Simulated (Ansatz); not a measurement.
Crystal: NaF (Villiaumite).

```
Na F
1.0
     0.00000    2.32000    2.32000
     2.32000    0.00000    2.32000
     2.32000    2.32000    0.00000
Na F
1 1
Direct
  0.00000 0.00000 0.00000
  0.50000 0.50000 0.50000
```

Base run:

- Program: Ansatz 0.2.0
- Functional: BLYP
- Potentials or basis: Ansatz PAW
- Cutoff: 420 eV
- Density cutoff: 1680 eV
- k mesh: 6 × 6 × 6
- Occupations: fermi-dirac, width 0.05 eV
- Spin: no spin polarisation

Its results: band gap on the k mesh 6.37 eV, direct; pressure 2.4 GPa.

The run is repeated on the same cell with these changes: functional from BLYP to RPBE. What comes out?

Band gap on the k mesh 6.61 eV, direct; pressure 5.5 GPa.

Caveats: the potentials were made for another functional, which shifts forces and pressure; the PAW data sets come from PBE, with cores solved anew for the run's functional, which leaves a small shift of forces and pressure; the density of states is complete only up to the lowest level of the last band computed.

A k mesh can miss the band edges.

Not every run made on this cell is shown here.
